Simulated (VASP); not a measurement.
Write the native input for VASP 6.6.1 that does the following.

```yaml
Task: single point
Functional: PBE
Potentials_or_basis: VASP PAW PBE potentials, release 64 (Zn, S)
Cutoff: 520 eV
k_mesh: 8 × 8 × 5
Occupations: gaussian, width 0.026 eV
Spin: no spin polarisation
Further_INCAR_settings: ALGO = Fast; EDIFF = 1e-06; NBANDS = 26
```

The structure of ZnS (Wurtzite-2H) lies in POSCAR:

```
ZnS
1.0
    3.8110000000      0.0000000000      0.0000000000
   -1.9055000000      3.3004228138      0.0000000000
    0.0000000000      0.0000000000      6.2340000000
Zn S
2 2
Direct
    0.6666666667      0.3333333333      0.5000000000
    0.3333333333      0.6666666667      0.0000000000
    0.6666666667      0.3333333333      0.8850000000
    0.3333333333      0.6666666667      0.3850000000
```

The input as run:

INCAR

```
SYSTEM = ZnS
  PREC = Accurate
  ENCUT = 520
  EDIFF = 1E-6
  ISMEAR = 0
  SIGMA = 0.026000000000000002
  LREAL = .False.
  LASPH = .True.
  NELM = 80
  ALGO = Fast
  ISIF = 2
  LWAVE = .False.
  LCHARG = .False.
  GGA = PE
  NBANDS = 26
```

KPOINTS

```
Automatic mesh
0
Gamma
  8 8 5
  0 0 0
```

Potentials or basis: VASP PAW PBE potentials, release 64 (Zn, S).

Launch:

```console
$ cat potpaw_PBE.64/Zn/POTCAR potpaw_PBE.64/S/POTCAR > POTCAR
$ mpirun -np 1 vasp_std > vasp.out
```

It gave:

```
Pressure               : 2.5 GPa
Largest force          : 0.323 eV/Å
Band gap on the k mesh : 2.25 eV, direct
```

It took 2.3 min on 1 thread of Intel(R) Xeon(R) Platinum 8488C (Sapphire Rapids), on a shared host, peak memory 0.21 GiB.
